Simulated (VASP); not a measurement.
Energy against volume of SrF$_{2}$ (fluorite). These are SCAN meta-GGA, VASP's PBE PAW potentials (set 64) (plane waves; VASP) values and carry that method's errors. Numerical set-up: 520 eV cut-off, 7×7×7 Γ-centred mesh, Gaussian smearing of 0.050 eV, potentials Sr_sv F.

```csv
V (Å³/atom),E (eV/atom)
15.171,-13.97433
15.655,-13.98673
16.139,-13.99084
16.623,-13.98791
```

Q: Fit these four points and predict the energy of the run at 17.107 Å³/atom.

A: A cubic in V^(−2/3), the third-order Birch-Murnaghan form, passes through the four points with V0 = 16.17 Å³/atom and B0 = 77 GPa, and gives -13.9790 eV/atom there. The run gave -13.9791 eV/atom, -0.1 meV/atom from the fit; all five points give B0 = 76 GPa.

The compound is SrF2 in the fluorite structure. It was relaxed first.
